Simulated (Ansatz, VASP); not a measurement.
**Co: VASP beside Ansatz**

Contents of run.py:

```python
from ase.calculators.vasp import Vasp
from ase.dft.bandgap import bandgap
from ase.io import read

atoms = read('Co.cif', primitive_cell=True, subtrans_included=False)
atoms.set_initial_magnetic_moments([2.0, 2.0])
calc = Vasp(
    directory='calc',
    xc='pbesol',
    pp='PBE',
    setups='minimal',
    prec='Accurate',
    encut=500,
    ediff=1e-06,
    ismear=0,
    sigma=0.1,
    lreal=False,
    lasph=True,
    nelm=120,
    algo='Normal',
    isif=2,
    lwave=False,
    lcharg=False,
    ispin=2,
    lorbit=11,
    lmaxmix=4,
    kpts=[12, 12, 7],
    gamma=True,
    nbands=20,
)
atoms.calc = calc

print('energy (eV):', atoms.get_potential_energy())
print('free energy (eV):', atoms.get_potential_energy(force_consistent=True))
print('forces (eV/A):')
print(atoms.get_forces())
print('stress (eV/A^3, Voigt):', atoms.get_stress())
print('Fermi level (eV):', calc.get_fermi_level())
print('moment (muB):', atoms.get_magnetic_moment())
print('site moments (muB):', atoms.get_magnetic_moments())
gap, top, bottom = bandgap(calc)
print('band gap (eV):', gap, 'from (spin, k, band)', top, 'to', bottom)
```

File Co.cif:

```cif
data_Co
_cell_length_a 2.47199990
_cell_length_b 2.47199990
_cell_length_c 4.02114408
_cell_angle_alpha 90.00000000
_cell_angle_beta 90.00000000
_cell_angle_gamma 120.00000000
_space_group_name_H-M_alt 'P6_3/mmc'
_space_group_name_Hall '-P 6c 2c'
_space_group_IT_number 194
loop_
_space_group_symop_operation_xyz
'x,y,z'
'-x,-y,-z'
'x-y,x,z+1/2'
'-x+y,-x,-z+1/2'
'-y,x-y,z'
'y,-x+y,-z'
'-x,-y,z+1/2'
'x,y,-z+1/2'
'-x+y,-x,z'
'x-y,x,-z'
'y,-x+y,z+1/2'
'-y,x-y,-z+1/2'
'-y,-x,-z+1/2'
'y,x,z+1/2'
'-x,-x+y,-z'
'x,x-y,z'
'-x+y,y,-z+1/2'
'x-y,-y,z+1/2'
'y,x,-z'
'-y,-x,z'
'x,x-y,-z+1/2'
'-x,-x+y,z+1/2'
'x-y,-y,-z'
'-x+y,y,z'
loop_
_atom_site_label
_atom_site_type_symbol
_atom_site_symmetry_multiplicity
_atom_site_Wyckoff_symbol
_atom_site_fract_x
_atom_site_fract_y
_atom_site_fract_z
_atom_site_occupancy
Co1 Co 2 c 0.6666666667 0.3333333333 0.7500000000 1
```

input.yaml

```yaml
crystal:
  lattice:
    - [2.4719999032, 0.0, 0.0]
    - [-1.2359999516, 2.1408147143, 0.0]
    - [0.0, 0.0, 4.02114408]
  atoms:
    - { symbol: Co, position: [0.6666666667, 0.3333333333, 0.75], spin: 2.0 }
    - { symbol: Co, position: [0.3333333333, 0.6666666667, 0.25], spin: 2.0 }
hamiltonian:
  xc: pbesol
  pseudopotentials: { kind: paw }
magnetization:
  spin_polarized: true
kpoints:
  mp_grid: { grid: [12, 12, 7] }
scf:
  occupations: { method: gaussian, width: 0.1 }
output:
  forces: true
  stress: true
  eigenvalues: true
```

Alike in both runs: task single point; functional PBEsol; k mesh 12 × 12 × 7; occupations gaussian, width 0.1 eV; collinear spin, ferromagnetic start.

```csv
,VASP,Ansatz
version,VASP 6.6.1,Ansatz 0.2.0
potentials or method,"VASP PAW PBE potentials, release 64 (Co)",Ansatz PAW
plane-wave cutoff (eV),500,420
valence electrons in the cell,18,34
```

```tsv
	VASP	Ansatz	Ansatz less VASP
gap on the k mesh at the Fermi level (eV)	none	none	-
pressure (GPa)	-6.6	-5.8	+0.83
largest component of the traceless stress (GPa)	1.94	1.94	+0.007
net moment per atom (μB)	1.59	1.60	+0.007
size of the moment on the site where the two differ most (μB)	1.60	1.67	+0.062
```

Site moments also hang on the region over which each program counts them. A gap of «none» marks a metal or a gap that the smearing closes. The two sets of potentials don't hold the same shells in valence.

Caveats: the PAW data sets were made with another functional, which shifts forces and pressure a little (VASP); the PAW data sets come from PBE, with cores solved anew for the run's functional, which leaves a small shift of forces and pressure (Ansatz).
